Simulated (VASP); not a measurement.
Calculation: PBE GGA + U (Dudarev), VASP's PBE PAW potentials (set 64) (plane waves; VASP).

The input files of a VASP run:

### POSCAR
```
ZrO2
1
    0.0000000000     2.5450000000     2.5450000000
    2.5450000000     0.0000000000     2.5450000000
    2.5450000000     2.5450000000     0.0000000000
Zr O
1 2
Direct
  0.0000000000   0.0000000000   0.0000000000
  0.2500000000   0.2500000000   0.2500000000
  0.7500000000   0.7500000000   0.7500000000
```

### INCAR
```
SYSTEM = ZrO2
PREC = Accurate
ENCUT = 400
EDIFF = 1E-6
NELM = 100
ALGO = Normal
LREAL = .FALSE.
LASPH = .TRUE.
ISMEAR = -1
SIGMA = 0.05
GGA = PE
LMAXMIX = 4
LWAVE = .FALSE.
LCHARG = .FALSE.
ISIF = 2
LDAU = .TRUE.
LDAUTYPE = 2
LDAUL = 2 -1
LDAUU = 1.0 0
LDAUJ = 0 0
```

**KPOINTS**
```
kpoints
0
Gamma
11 11 11
```

POTCAR, in this order: Zr_sv O (PBE.64 set). Program: vasp_std.

What VASP printed:

OSZICAR:
```
       N       E                     dE             d eps       ncg     rms          rms(c)
DAV:   1     0.159484949373E+03    0.15948E+03   -0.12682E+04  1792   0.126E+03
DAV:   2    -0.285872249551E+02   -0.18807E+03   -0.18480E+03  2312   0.350E+02
DAV:   3    -0.343219186667E+02   -0.57347E+01   -0.57310E+01  2504   0.629E+01
DAV:   4    -0.344574219242E+02   -0.13550E+00   -0.13549E+00  2552   0.780E+00
DAV:   5    -0.344599587465E+02   -0.25368E-02   -0.25368E-02  2360   0.857E-01    0.242E+01
DAV:   6    -0.281059157524E+02    0.63540E+01   -0.34800E+01  2064   0.461E+01    0.957E+00
DAV:   7    -0.280668519514E+02    0.39064E-01   -0.12707E+00  2600   0.904E+00    0.576E+00
DAV:   8    -0.280386222943E+02    0.28230E-01   -0.16875E-01  2448   0.421E+00    0.491E-01
DAV:   9    -0.280394902323E+02   -0.86794E-03   -0.19925E-02  2408   0.940E-01    0.314E-01
DAV:  10    -0.280404893146E+02   -0.99908E-03   -0.63306E-03  2112   0.772E-01    0.174E-01
DAV:  11    -0.280405087409E+02   -0.19426E-04   -0.22476E-03  2360   0.388E-01    0.152E-01
DAV:  12    -0.280404254789E+02    0.83262E-04   -0.45364E-04  2048   0.173E-01    0.579E-03
DAV:  13    -0.280404277923E+02   -0.23135E-05   -0.18892E-05  2336   0.314E-02    0.589E-03
DAV:  14    -0.280404279592E+02   -0.16680E-06   -0.30917E-06  2160   0.115E-02
   1 F= -.28040428E+02 E0= -.28040428E+02  d E =-.817393E-10
```

### OUTCAR
```
------------------------ aborting loop because EDIFF is reached ----------------------------------------
  FORCE on cell =-STRESS in cart. coord.  units (eV):
  Direction    XX          YY          ZZ          XY          YZ          ZX
  --------------------------------------------------------------------------------------
  Total        0.0359757      0.0359757      0.0359757      0.0000000      0.0000000      0.0000000
  in kB        1.7483406      1.7483406      1.7483406      0.0000000      0.0000000      0.0000000
  external PRESSURE =       1.7483406 kB  Pullay stress =       0.0000000 kB
  volume of cell :       32.97
      direct lattice vectors                 reciprocal lattice vectors
     0.000000000  2.545000000  2.545000000    -0.196463654  0.196463654  0.196463654
     2.545000000  0.000000000  2.545000000     0.196463654 -0.196463654  0.196463654
     2.545000000  2.545000000  0.000000000     0.196463654  0.196463654 -0.196463654
 POSITION                                       TOTAL-FORCE (eV/Angst)
 -----------------------------------------------------------------------------------
      0.00000      0.00000      0.00000        -0.000000     -0.000000      0.000000
      1.27250      1.27250      1.27250         0.000000      0.000000      0.000000
      3.81750      3.81750      3.81750        -0.000000     -0.000000     -0.000000
 -----------------------------------------------------------------------------------
    total drift:                               -0.000000      0.000000      0.000000
  FREE ENERGIE OF THE ION-ELECTRON SYSTEM (eV)
  ---------------------------------------------------
  free  energy   TOTEN  =       -28.0404279592 eV

  energy  without entropy=      -28.0404279591  energy(sigma->0) =      -28.04042796
```
(Selected blocks of OUTCAR.)

At this cut-off the stress carries a Pulay error, which pulls relaxed volumes low.

The structure is a typed ZrO2 crystal (Fm-3m). The cell was not relaxed at this level. The run is one of a series of settings (LDAU = .TRUE., LDAUJ = 0 0, LDAUL = 2 -1, LDAUTYPE = 2, LDAUU = 1.0 0 against the base run), some of them coarse on purpose.
